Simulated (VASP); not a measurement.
# RbBr (P4/mmm) in VASP: a series of runs, part 2 of 2

VASP 6.6.1.

**4. Single point, r2SCAN**

This run uses another cell than the first one, of 35.12 Å³/atom, 0.968 times its volume.

File POSCAR:

```
RbBr
1.0
    4.1260773000      0.0000000000      0.0000000000
    0.0000000000      4.1260773000      0.0000000000
    0.0000000000      0.0000000000      4.1260773000
Rb Br
1 1
Direct
    0.0000000000      0.0000000000      0.0000000000
    0.5000000000      0.5000000000      0.5000000000
```

File INCAR.step1:

```
SYSTEM = RbBr
PREC = Accurate
ENCUT = 520
ISMEAR = 0
SIGMA = 0.02
LREAL = .False.
LASPH = .True.
NELM = 100
NBANDS = 15
GGA = PE
ALGO = Normal
EDIFF = 1E-4
LWAVE = .True.
LCHARG = .False.
```

File INCAR.step2:

```
SYSTEM = RbBr
PREC = Accurate
ENCUT = 520
EDIFF = 1E-6
ISMEAR = 0
SIGMA = 0.02
LREAL = .False.
LASPH = .True.
NELM = 100
ALGO = Normal
ISIF = 2
LWAVE = .False.
LCHARG = .False.
METAGGA = R2SCAN
LMIXTAU = .True.
NBANDS = 15
ISTART = 1
```

File KPOINTS:

```
Automatic mesh
0
Gamma
  6 6 6
  0 0 0
```

Potentials or basis: VASP PAW PBE potentials, release 64 (Rb_sv, Br).

On the command line:

```console
cat potpaw_PBE.64/Rb_sv/POTCAR potpaw_PBE.64/Br/POTCAR > POTCAR
cp INCAR.step1 INCAR
mpirun -np 1 vasp_std > vasp.out
cp INCAR.step2 INCAR
mpirun -np 1 vasp_std > vasp.out
```

OUTCAR:

```text
SYSTEM = RbBr
   PREC = Accurate
   ENCUT = 520
   EDIFF = 1E-6
   ISMEAR = 0
   LREAL = .False.
   LASPH = .True.
   NELM = 100
   ISIF = 2
   METAGGA = R2SCAN
   ISTART = 1

 ion  position               nearest neighbor table
   1  0.000  0.000  0.000-   2 3.57   2 3.57   2 3.57   2 3.57   2 3.57   2 3.57   2 3.57   2 3.57

   2  0.500  0.500  0.500-   1 3.57   1 3.57   1 3.57   1 3.57   1 3.57   1 3.57   1 3.57   1 3.57

  LATTYP: Found a simple cubic cell.
 ALAT       =     4.1260773000

  Lattice vectors:

 A1 = (   4.1260773000,   0.0000000000,   0.0000000000)
 A2 = (   0.0000000000,   4.1260773000,   0.0000000000)
 A3 = (   0.0000000000,   0.0000000000,   4.1260773000)

Analysis of symmetry for initial positions (statically):
=====================================================================
 Subroutine PRICEL returns:
 Original cell was already a primitive cell.

 Routine SETGRP: Setting up the symmetry group for a
 simple cubic supercell.

 Subroutine GETGRP returns: Found 48 space group operations
 (whereof 48 operations were pure point group operations)
 out of a pool of 48 trial point group operations.

The static configuration has the point symmetry O_h .

Analysis of symmetry for dynamics (positions and initial velocities):
=====================================================================
 Subroutine PRICEL returns:
 Original cell was already a primitive cell.

 Routine SETGRP: Setting up the symmetry group for a
 simple cubic supercell.

 Subroutine GETGRP returns: Found 48 space group operations
 (whereof 48 operations were pure point group operations)
 out of a pool of 48 trial point group operations.

The dynamic configuration has the point symmetry O_h .

 Subroutine INISYM returns: Found 48 space group operations
 (whereof 48 operations are pure point group operations),
 and found     1 'primitive' translations

[... 116 lines left out ...]
   AEXX    =    0.0000 exact exchange contribution
   IVDW    =     0    specifies the selected vdW correction
   LEPSILON=     F    determine dielectric tensor
   LRPA    =     F    only Hartree local field effects (RPA)
 non-spin polarized calculation
 Gauss-broadening in eV      SIGMA  =   0.02
  energy-cutoff  :      520.00
  volume of cell :       70.24
 maximum number of plane-waves:      1924
 NGX is ok and might be reduce to    32
   NGX = 15   NGY = 15   NGZ = 15

 number of electron      16.0000002 magnetization

 Free energy of the ion-electron system (eV)
  ---------------------------------------------------
  ext. energy  EPLUGINS =         0.00000000
  ---------------------------------------------------
  free energy    TOTEN  =       -31.11036023 eV

  energy without entropy =      -31.11036023  energy(sigma->0) =      -31.11036023

 E-fermi :  -0.9269     XC(G=0):  -8.3261

 val. band max:       -1.0509195218   @ k =   0.5000   0.5000   0.0000
 cond. band min:       3.7810860854   @ k =   0.0000   0.0000   0.0000
 fundamental gap:      4.8320056071
 Fermi energy:        -0.9268980872

 k-point     1 :       0.0000    0.0000    0.0000
  band No.  band energies     occupation
      1     -26.9383      2.00000
      2     -14.1075      2.00000
      3     -10.3756      2.00000
      4     -10.3756      2.00000
      5     -10.3756      2.00000
      6      -1.2049      2.00000
      7      -1.2049      2.00000
      8      -1.2049      2.00000
      9       3.7811      0.00000
     10       5.0660      0.00000
     11       5.0660      0.00000
     12       9.6720      0.00000
     13       9.6720      0.00000
     14       9.6720      0.00000
[... 329 lines left out ...]
      2     -13.7969      2.00000
      3     -10.5976      2.00000
      4     -10.5976      2.00000
      5     -10.5976      2.00000
      6      -2.3917      2.00000
      7      -2.3917      2.00000
      8      -2.3917      2.00000
      9       7.8258      0.00000
     10       7.8258      0.00000
     11       7.8258      0.00000
     12       9.1057      0.00000
     13       9.1057      0.00000
     14       9.1057      0.00000
     15      11.8581      0.00000

------------------------ aborting loop because EDIFF is reached ----------------------------------------

  FORCE on cell =-STRESS in cart. coord.  units (eV):
  Direction    XX          YY          ZZ          XY          YZ          ZX
  --------------------------------------------------------------------------------------
  -------------------------------------------------------------------------------------
  Total        0.0214950      0.0214950      0.0214950      0.0000000      0.0000000      0.0000000
  in kB        0.4902718      0.4902718      0.4902718      0.0000000      0.0000000      0.0000000
  external PRESSURE =       0.4902718 kB  Pullay stress =       0.0000000 kB

 VOLUME and BASIS-vectors are now :
 -----------------------------------------------------------------------------
  energy-cutoff  :      520.00
  volume of cell :       70.24
      direct lattice vectors                 reciprocal lattice vectors
     4.126077300  0.000000000  0.000000000     0.242360947  0.000000000  0.000000000
     0.000000000  4.126077300  0.000000000     0.000000000  0.242360947  0.000000000
     0.000000000  0.000000000  4.126077300     0.000000000  0.000000000  0.242360947

 POSITION                                       TOTAL-FORCE (eV/Angst)
 -----------------------------------------------------------------------------------
      0.00000      0.00000      0.00000         0.000000      0.000000      0.000000
      2.06304      2.06304      2.06304         0.000000      0.000000      0.000000
 -----------------------------------------------------------------------------------
    total drift:                                0.000000      0.000000     -0.000000

  FREE ENERGIE OF THE ION-ELECTRON SYSTEM (eV)
  ---------------------------------------------------
  free  energy   TOTEN  =       -31.1103602337 eV

  energy  without entropy=      -31.1103602337  energy(sigma->0) =      -31.11036023
```

Run time: 72 s. Hardware: 1 thread of AMD EPYC 7R13 (Zen 3), shared host; peak memory 0.16 GiB.

Results:

```
Free energy            : -31.1104 eV
Pressure               : 0.0 GPa
Band gap on the k mesh : 4.83 eV, indirect (least direct gap 4.99 eV)
```

Caveat: the PAW data sets were made with another functional, which shifts forces and pressure a little.

**5. Relaxation of cell and atoms, r2SCAN**

This run uses another cell than the first one, of 35.12 Å³/atom, 0.968 times its volume.

POSCAR is that of step 4.

File INCAR.step1:

```
SYSTEM = RbBr
PREC = Accurate
ENCUT = 600
ISMEAR = 0
SIGMA = 0.02
LREAL = .False.
LASPH = .True.
NELM = 80
GGA = PE
ALGO = Normal
EDIFF = 1E-4
LWAVE = .True.
LCHARG = .False.
```

File INCAR.step2:

```
SYSTEM = RbBr
PREC = Accurate
ENCUT = 600
EDIFF = 1E-6
ISMEAR = 0
SIGMA = 0.02
LREAL = .False.
LASPH = .True.
NELM = 80
ALGO = Normal
ISIF = 3
LWAVE = .False.
LCHARG = .False.
METAGGA = R2SCAN
LMIXTAU = .True.
IBRION = 2
NSW = 100
EDIFFG = -0.005
ISTART = 1
```

File KPOINTS:

```
regular mesh
0
Gamma
  6 6 6
  0 0 0
```

On the command line:

```console
cat potpaw_PBE.64/Rb_sv/POTCAR potpaw_PBE.64/Br/POTCAR > POTCAR
cp INCAR.step1 INCAR
mpirun -np 1 vasp_std > vasp.out
cp INCAR.step2 INCAR
mpirun -np 1 vasp_std > vasp.out
```

Wall time 4 min (1 thread of AMD EPYC 7R13 (Zen 3), shared host); peak memory 0.21 GiB.

It converged, with:

```
Free energy                            : -31.1109 eV
Relaxed volume                         : 35.22 Å³/atom
Relaxed cell                           : a = 4.130 Å, b = 4.130 Å, c = 4.130 Å, α = 90.00°, β = 90.00°, γ = 90.00°
Space group after relaxing (to 0.05 Å) : Pm-3m (No. 221)
Energy gained by relaxing              : 0.0 meV/atom
Ionic steps                            : 4
Pressure after relaxing                : 0.0 GPa
Band gap on the k mesh                 : 4.82 eV, indirect (least direct gap 4.98 eV)
```

Final structure:
```
CELL_PARAMETERS angstrom
4.12974 0.00000 0.00000
0.00000 4.12974 0.00000
0.00000 0.00000 4.12974
ATOMIC_POSITIONS crystal
Rb 0.00000 0.00000 0.00000
Br 0.50000 0.50000 0.50000
```

Levels at points of the mesh, in eV from the valence-band top:
```csv
k point,band 4,band 5,band 6,band 7,band 8,band 9,band 10,band 11,band 12
"(0.00, 0.00, 0.00)",-9.33,-9.33,-0.15,-0.15,-0.15,4.82,6.12,6.12,10.72
"(0.50, 0.00, 0.00)",-9.28,-9.28,-1.70,-0.22,-0.22,7.46,7.80,8.35,9.36
"(0.50, 0.50, 0.00)",-9.63,-9.25,-1.06,-1.06,0.00,5.93,6.91,8.67,8.67
"(0.50, 0.50, 0.50)",-9.55,-9.55,-1.33,-1.33,-1.33,8.87,8.87,8.87,10.14
```

Caveat: the PAW data sets were made with another functional, which shifts forces and pressure a little. A k mesh can miss the band edges.

**6. Summary**

| task | cell | cutoff (eV) | gap on the mesh (eV) | pressure (GPa) |
| --- | --- | --- | --- | --- |
| single point | P4/mmm, 36.27 Å³/atom | 520 | 4.60 | -0.5 |
| single point | P4/mmm, 34.44 Å³/atom | 520 | 4.77 | 0.4 |
| single point | Pm-3m, 35.12 Å³/atom | 520 | 4.83 | 0.0 |
| relaxation of cell and atoms | relaxed | 600 | 4.82 | 0.0 |

Alike in all rows: level r2SCAN; potentials or basis VASP PAW PBE potentials, release 64 (Rb_sv, Br); no spin polarisation; k mesh 6 × 6 × 6; smearing gaussian 0.02 eV.

On the cell as given the gap runs from 4.60 eV (r2SCAN) to 4.83 eV (r2SCAN).

Caveats: the PAW data sets were made with another functional, which shifts forces and pressure a little.

Absolute energies hang on the potentials; compare differences alone.
